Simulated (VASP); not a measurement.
# La2O3: X-ray absorption with a core hole, part 2 of 3

Aim: an X-ray absorption edge of La2O3 by the supercell core-hole method. The cell has space group P-3m1, a computed entry that need not be the common form of this compound. The start is a computed cell from the Materials Project.

VASP 6.6.1, plane waves and PAW; the level of theory is named at each step.

So far: The starting structure; Supercell without a hole.

## (3) K edge, Wyckoff site O a, full hole

This step: supercell core-hole method, PBE, full hole; plane waves and PAW (O, La, O) (VASP 6.6.1).

One core electron is taken from the first atom, which POSCAR lists as a species of its own, and NELECT stays that of the neutral valence shell, so the cell is charged against a background. NBANDS covers the range above the edge. The first density still holds the charge taken from the core, which is what the BRMIX lines of the log report.

INCAR reads:

```
SYSTEM = La2O3
PREC = Accurate
ENCUT = 400
EDIFF = 1E-06
NELM = 100
ISMEAR = 0
SIGMA = 0.05
LREAL = .FALSE.
ALGO = Normal
GGA = PE
NBANDS = 200
LASPH = .TRUE.
LWAVE = .FALSE.
LCHARG = .FALSE.
KPAR = 2
ICORELEVEL = 2
CLNT = 1
CLN = 1
CLL = 0
CLZ = 1
CH_LSPEC = .TRUE.
CH_NEDOS = 1500
CH_SIGMA = 0.5
NELECT = 120
```

POSCAR reads:

```
La2O3
1.0
   -5.8961668170      3.4041534990      0.0000000000
   -5.8961668170     -3.4041534990      0.0000000000
    3.9307778780      0.0000000000      6.1119535200
O La O
1 6 8
Direct
    0.6666666667      0.6666666667      0.0000000000
    0.0820785600      0.4154118933      0.2462356800
    0.7487452267      0.0820785600      0.2462356800
    0.4154118934      0.7487452267      0.2462356800
    0.9179214400      0.5845881067      0.7537643200
    0.5845881066      0.2512547733      0.7537643200
    0.2512547733      0.9179214400      0.7537643200
    0.3333333333      0.3333333333      0.0000000000
    0.0000000000      0.0000000000      0.0000000000
    0.2152968834      0.5486302167      0.6458906500
    0.8819635500      0.2152968833      0.6458906500
    0.5486302167      0.8819635500      0.6458906500
    0.7847031166      0.4513697833      0.3541093500
    0.4513697833      0.1180364500      0.3541093500
    0.1180364500      0.7847031167      0.3541093500
```

KPOINTS reads:

```
Automatic mesh
0
Gamma
3 3 3
0 0 0
```

PAW data sets: O, La and O (PBE family, release 64).

Command:

```sh
$ mpirun -np 8 vasp_std
```

The program printed:

```text
[banner, memory and clock lines left out]
running    8 mpi-ranks, on    1 nodes
 distrk:  each k-point on    4 cores,    2 groups
 distr:  one band on    1 cores,    4 groups

 POSCAR found type information on POSCAR O LaO
 POSCAR found :  3 types and      15 ions
|                                                                             |
|           W    W    AA    RRRRR   N    N  II  N    N   GGGG   !!!           |
|           W    W   A  A   R    R  NN   N  II  NN   N  G    G  !!!           |
|           W    W  A    A  R    R  N N  N  II  N N  N  G       !!!           |
|           W WW W  AAAAAA  RRRRR   N  N N  II  N  N N  G  GGG   !            |
|           WW  WW  A    A  R   R   N   NN  II  N   NN  G    G                |
|           W    W  A    A  R    R  N    N  II  N    N   GGGG   !!!           |
|                                                                             |
|     For optimal performance we recommend to set                             |
|       NCORE = 2 up to number-of-cores-per-socket                            |
|     NCORE specifies how many cores store one orbital (NPAR=cpu/NCORE).      |
|     This setting can greatly improve the performance of VASP for DFT.       |
|     The default, NCORE=1 might be grossly inefficient on modern             |
|     multi-core architectures or massively parallel machines. Do your        |
|     Unfortunately you need to use the default for GW and RPA                |
|     calculations (for HF NCORE is supported but not extensively tested      |
|     yet).                                                                   |
|                                                                             |

 LDA part: xc-table for (Slater+PW92), standard interpolation
 POSCAR, INCAR and KPOINTS ok, starting setup
 FFT: planning ... GRIDC
 FFT: planning ... GRID_SOFT
 FFT: planning ... GRID
 WAVECAR not read
 entering main loop
       N       E                     dE             d eps       ncg     rms          rms(c)
DAV:   1     0.138554216646E+04    0.13855E+04   -0.20498E+04  3208   0.744E+02
DAV:   2     0.124449597364E+03   -0.12611E+04   -0.85659E+03  2528   0.192E+02
DAV:   3    -0.258688161150E+03   -0.38314E+03   -0.33230E+03  2504   0.110E+02
DAV:   4    -0.296394922017E+03   -0.37707E+02   -0.36086E+02  2824   0.376E+01
DAV:   5    -0.299200630311E+03   -0.28057E+01   -0.27312E+01  4368   0.915E+00BRMIX: very serious problems
 the old and the new charge density differ
 old charge density:   121.00000 new  120.00000
BRMIX: very serious problems
 the old and the new charge density differ
 old charge density:   121.00000 new  120.00000
    0.341E+01
DAV:   6    -0.271575813236E+03    0.27625E+02   -0.34467E+01  3968   0.200E+01    0.132E+01
DAV:   7    -0.270937322183E+03    0.63849E+00   -0.83555E+00  3504   0.851E+00    0.568E+00
DAV:   8    -0.270857881634E+03    0.79441E-01   -0.80597E-01  3000   0.250E+00    0.330E+00
DAV:   9    -0.270893507391E+03   -0.35626E-01   -0.19501E-01  3400   0.106E+00    0.828E-01
DAV:  10    -0.270903514867E+03   -0.10007E-01   -0.22632E-02  3048   0.440E-01    0.311E-01
DAV:  11    -0.270908346026E+03   -0.48312E-02   -0.69463E-03  3352   0.189E-01    0.190E-01
DAV:  12    -0.270908617797E+03   -0.27177E-03   -0.81562E-04  3200   0.774E-02    0.372E-02
DAV:  13    -0.270908777782E+03   -0.15998E-03   -0.17999E-04  2832   0.307E-02    0.163E-02
DAV:  14    -0.270908808457E+03   -0.30675E-04   -0.24862E-05  3016   0.113E-02    0.593E-03
DAV:  15    -0.270908814159E+03   -0.57025E-05   -0.53119E-06  2864   0.487E-03    0.241E-03
DAV:  16    -0.270908814803E+03   -0.64404E-06   -0.10151E-06  2528   0.192E-03
   1 F= -.27090881E+03 E0= -.27090881E+03  d E =-.451238E-19
 Starting Core_Hole_Spec
 Ending Core_Hole_Spec
```

Elapsed: 24 s, on 8 MPI ranks of Intel Xeon 6975P-C (Granite Rapids), shared host; peak memory 1.7 GiB; 3 min of CPU time.

From OUTCAR (step 3):

```text
NELECT = 120

 ion  position               nearest neighbor table
   1  0.667  0.667  0.000-   5 2.72   3 2.72   4 2.72   2 2.72   7 2.72   6 2.72
   2  0.082  0.415  0.246-  14 2.36  15 2.36  13 2.36  10 2.44   8 2.72   9 2.72   1 2.72
   3  0.749  0.082  0.246-  13 2.36  15 2.36  14 2.36  11 2.44   1 2.72   9 2.72   8 2.72
   4  0.415  0.749  0.246-  14 2.36  13 2.36  15 2.36  12 2.44   1 2.72   9 2.72   8 2.72
   5  0.918  0.585  0.754-  12 2.36  11 2.36  10 2.36  13 2.44   1 2.72   9 2.72   8 2.72
   6  0.585  0.251  0.754-  12 2.36  10 2.36  11 2.36  14 2.44   8 2.72   9 2.72   1 2.72
   7  0.251  0.918  0.754-  10 2.36  11 2.36  12 2.36  15 2.44   8 2.72   9 2.72   1 2.72
   8  0.333  0.333  0.000-   2 2.72   7 2.72   6 2.72   5 2.72   3 2.72   4 2.72
   9  0.000  0.000  0.000-   3 2.72   7 2.72   5 2.72   2 2.72   6 2.72   4 2.72
  10  0.215  0.549  0.646-   7 2.36   6 2.36   5 2.36   2 2.44
  11  0.882  0.215  0.646-   7 2.36   5 2.36   6 2.36   3 2.44
  12  0.549  0.882  0.646-   6 2.36   5 2.36   7 2.36   4 2.44
  13  0.785  0.451  0.354-   3 2.36   4 2.36   2 2.36   5 2.44
  14  0.451  0.118  0.354-   4 2.36   2 2.36   3 2.36   6 2.44
  15  0.118  0.785  0.354-   3 2.36   2 2.36   4 2.36   7 2.44

 Found      6 irreducible k-points:

   k-points           NKPTS =      6   k-points in BZ     NKDIM =      6   number of bands    NBANDS=    200

 the core state eigenenergies are
   1-  1s   -563.5746
   2-  1s -38725.2019  2s  -6150.6324  2p  -5510.1239  3s  -1302.8401  3p  -1098.4208
       3d   -805.0156  4s   -250.3097  4p   -183.8803  4d    -87.8285
   3-  1s -38725.2019  2s  -6150.6324  2p  -5510.1239  3s  -1302.8401  3p  -1098.4208
       3d   -805.0156  4s   -250.3097  4p   -183.8803  4d    -87.8285
   4-  1s -38725.2019  2s  -6150.6324  2p  -5510.1239  3s  -1302.8401  3p  -1098.4208
       3d   -805.0156  4s   -250.3097  4p   -183.8803  4d    -87.8285
   5-  1s -38725.2019  2s  -6150.6324  2p  -5510.1239  3s  -1302.8401  3p  -1098.4208
       3d   -805.0156  4s   -250.3097  4p   -183.8803  4d    -87.8285
   6-  1s -38725.2019  2s  -6150.6324  2p  -5510.1239  3s  -1302.8401  3p  -1098.4208
       3d   -805.0156  4s   -250.3097  4p   -183.8803  4d    -87.8285
   7-  1s -38725.2019  2s  -6150.6324  2p  -5510.1239  3s  -1302.8401  3p  -1098.4208
       3d   -805.0156  4s   -250.3097  4p   -183.8803  4d    -87.8285
   8-  1s   -497.3643
   9-  1s   -497.3643
  10-  1s   -497.6260
  11-  1s   -497.6260
  12-  1s   -497.6260
  13-  1s   -497.6260
  14-  1s   -497.6260
  15-  1s   -497.6260

 E-fermi :   6.3468

 k-point     1 :       0.0000    0.0000    0.0000
  band No.  band energies     occupation
    ...
     56       5.8158      2.00000
     57       5.8158      2.00000
     58       5.8854      2.00000
     59       5.9096      2.00000
     60       5.9790      2.00000
     61      10.1820      0.00000
     62      10.2034      0.00000
     63      10.3996      0.00000
     64      10.5383      0.00000
     65      10.5383      0.00000
    ...

 k-point     2 :       0.3333   -0.0000    0.0000
  band No.  band energies     occupation
    ...
     56       5.6924      2.00000
     57       5.7597      2.00000
     58       5.8920      2.00000
     59       5.9292      2.00000
     60       6.0231      2.00000
     61      10.1906      0.00000
     62      10.3619      0.00000
     63      10.4207      0.00000
     64      10.5663      0.00000
     65      10.6074      0.00000
    ...

  Total      -14.9526800    -14.9526800    -16.5097236      0.0000002      0.0000000      0.0000000
  in kB      -97.6429036    -97.6429036   -107.8105967      0.0000011      0.0000000      0.0000000
  external PRESSURE =    -101.0321346 kB  Pullay stress =       0.0000000 kB

 POSITION                                       TOTAL-FORCE (eV/Angst)
 -----------------------------------------------------------------------------------
     -7.86156      0.00000      0.00000        -0.000000     -0.000000      0.000000
     -1.96539     -1.13472      1.50498         0.005142      1.119229      0.621525
     -3.93078      2.26944      1.50498        -0.971852     -0.555162      0.621525
     -5.89617     -1.13472      1.50498         0.966710     -0.564067      0.621525
     -5.89617      1.13472      4.60697        -0.966710      0.564067     -0.621525
     -1.96539      1.13472      4.60697         0.971852      0.555162     -0.621525
     -3.93078     -2.26944      4.60697        -0.005142     -1.119229     -0.621525
     -3.93078      0.00000      0.00000        -0.000000     -0.000000      0.005271
      0.00000      0.00000      0.00000        -0.000000     -0.000000     -0.005271
     -1.96539     -1.13472      3.94765        -0.101606      0.061457      0.214818
     -3.93078      2.26944      3.94765        -0.002420     -0.118722      0.214818
     -5.89617     -1.13472      3.94765         0.104027      0.057265      0.214818
     -5.89617      1.13472      2.16430        -0.104027     -0.057265     -0.214818
     -1.96539      1.13472      2.16430         0.002420      0.118722     -0.214818
     -3.93078     -2.26944      2.16430         0.101606     -0.061457     -0.214818
 -----------------------------------------------------------------------------------
    total drift:                               -0.000002      0.000000      0.000003

  FREE ENERGIE OF THE ION-ELECTRON SYSTEM (eV)
  ---------------------------------------------------
  free  energy   TOTEN  =      -270.9088148032 eV

  energy  without entropy=     -270.9088148032  energy(sigma->0) =     -270.90881480

[... 7 parts as in an earlier step ...]

[... 4 further parts left out ...]
```

Numbers from this step:

```yaml
free_energy_toten: -270.9088 eV
fermi_energy: 6.347 eV
```

The imaginary dielectric function times 10^5 has structure finer than the step of the table below, so its rows give means over 1 eV, whole bins alone (the curve runs from 517 to 562 eV). Peaks (eV: height): xx 526.0: 22.0, 530.6: 19.3, 543.7: 10.1; zz 526.1: 20.9, 529.4: 17.4, 534.7: 10.2, 538.8: 10.9, 548.7: 15.0.

Smoothed further by a Gaussian, to a width of roughly 1 to 1.2 eV in all; heights scale with one over the cell volume; the energy axis is the program's own, and the fall at its high end is where NBANDS ends. The imaginary dielectric function times 10^5 by photon energy; means over each step:

| photon energy (eV) | xx | zz |
| --- | --- | --- |
| 519 | 0.00150 | 3.7e-4 |
| 520 | 0.0563 | 0.0131 |
| 521 | 0.104 | 0.0231 |
| 522 | 0.0114 | 0.00241 |
| 523 | 0.00621 | 0.00442 |
| 524 | 0.688 | 0.396 |
| 525 | 9.36 | 6.01 |
| 526 | 20.8 | 18.6 |
| 527 | 15.3 | 10.3 |
| 528 | 5.96 | 14.2 |
| 529 | 5.27 | 17.1 |
| 530 | 13.6 | 12.6 |
| 531 | 16.0 | 3.05 |
| 532 | 6.31 | 1.17 |
| 533 | 5.05 | 1.89 |
| 534 | 5.75 | 6.67 |
| 535 | 3.40 | 8.62 |
| 536 | 3.28 | 5.35 |
| 537 | 3.32 | 5.01 |
| 538 | 4.15 | 7.84 |
| 539 | 5.40 | 10.3 |
| 540 | 6.13 | 6.85 |
| 541 | 7.01 | 4.54 |
| 542 | 6.36 | 3.53 |
| 543 | 7.91 | 4.31 |
| 544 | 9.43 | 4.33 |
| 545 | 7.23 | 4.76 |
| 546 | 7.99 | 8.59 |
| 547 | 8.59 | 7.80 |
| 548 | 8.34 | 10.0 |
| 549 | 5.74 | 12.1 |
| 550 | 1.20 | 1.97 |
| 551 | 0.0198 | 0.0249 |
| 552 | 0 | 2.7e-5 |

The smoothed xx curve reaches a tenth of its top at about 524 eV.

## (4) K edge, Wyckoff site O a, no hole

This step: supercell core-hole method, PBE, no hole; plane waves and PAW (O, La, O) (VASP 6.6.1).

With CLZ = 0 the final states feel no hole, which shows what the hole does. NBANDS covers the range above the edge.

Changes to INCAR since step 3:

```diff
@@ -19,3 +19,3 @@
 CLL = 0
-CLZ = 1
+CLZ = 0
 CH_LSPEC = .TRUE.
@@ -23,2 +23 @@
 CH_SIGMA = 0.5
-NELECT = 120
```

POSCAR is that of step 3.

KPOINTS is that of step 3.

Command:

```sh
$ mpirun -np 8 vasp_std
```

The program printed:

```text
[banner, memory and clock lines left out]
running    8 mpi-ranks, on    1 nodes
 distrk:  each k-point on    4 cores,    2 groups
 distr:  one band on    1 cores,    4 groups

 POSCAR found type information on POSCAR O LaO
 POSCAR found :  3 types and      15 ions
 [... a notice as in an earlier step ...]

 LDA part: xc-table for (Slater+PW92), standard interpolation
 POSCAR, INCAR and KPOINTS ok, starting setup
 FFT: planning ... GRIDC
 FFT: planning ... GRID_SOFT
 FFT: planning ... GRID
 WAVECAR not read
 entering main loop
       N       E                     dE             d eps       ncg     rms          rms(c)
DAV:   1     0.148585913252E+04    0.14859E+04   -0.20435E+04  3208   0.745E+02
DAV:   2     0.272045108493E+03   -0.12138E+04   -0.82670E+03  2520   0.190E+02
DAV:   3    -0.102595946037E+03   -0.37464E+03   -0.32200E+03  2464   0.108E+02
DAV:   4    -0.139614100237E+03   -0.37018E+02   -0.35354E+02  2848   0.369E+01
DAV:   5    -0.142455461992E+03   -0.28414E+01   -0.27662E+01  4256   0.911E+00    0.253E+01
DAV:   6    -0.126571871643E+03    0.15884E+02   -0.23787E+01  4016   0.151E+01    0.131E+01
DAV:   7    -0.125637228782E+03    0.93464E+00   -0.40143E+00  3664   0.716E+00    0.627E+00
DAV:   8    -0.125575230679E+03    0.61998E-01   -0.91889E-01  3264   0.239E+00    0.209E+00
DAV:   9    -0.125605154089E+03   -0.29923E-01   -0.14976E-01  3136   0.102E+00    0.631E-01
DAV:  10    -0.125607762598E+03   -0.26085E-02   -0.20383E-02  3536   0.333E-01    0.423E-01
DAV:  11    -0.125612087917E+03   -0.43253E-02   -0.42781E-03  3448   0.156E-01    0.107E-01
DAV:  12    -0.125612296301E+03   -0.20838E-03   -0.44989E-04  3096   0.709E-02    0.355E-02
DAV:  13    -0.125612381967E+03   -0.85666E-04   -0.16754E-04  2896   0.261E-02    0.115E-02
DAV:  14    -0.125612406967E+03   -0.25000E-04   -0.22464E-05  3088   0.107E-02    0.579E-03
DAV:  15    -0.125612411170E+03   -0.42029E-05   -0.46129E-06  2632   0.473E-03    0.210E-03
DAV:  16    -0.125612411257E+03   -0.87084E-07   -0.39406E-07  2744   0.187E-03
   1 F= -.12561241E+03 E0= -.12561241E+03  d E =-.691040E-23
 Starting Core_Hole_Spec
 Ending Core_Hole_Spec
```

It took 23 s on 8 MPI ranks; peak memory 1.8 GiB; 2.9 min of CPU time.

(Continued in part 3 of 3.)

[Lines on the potential files, build, host, timing and source positions are cut from VASP's logs without a mark.]

[Logs are printed without paths, hosts, clocks, repeated set-up lines and the standing remarks that a program may print on its own settings, such as how far it seeks lower states.]

[Hosts, paths, dates, database ids (printed as entryN), source tags and the programs' standing remarks are cut or masked in the printed files.]
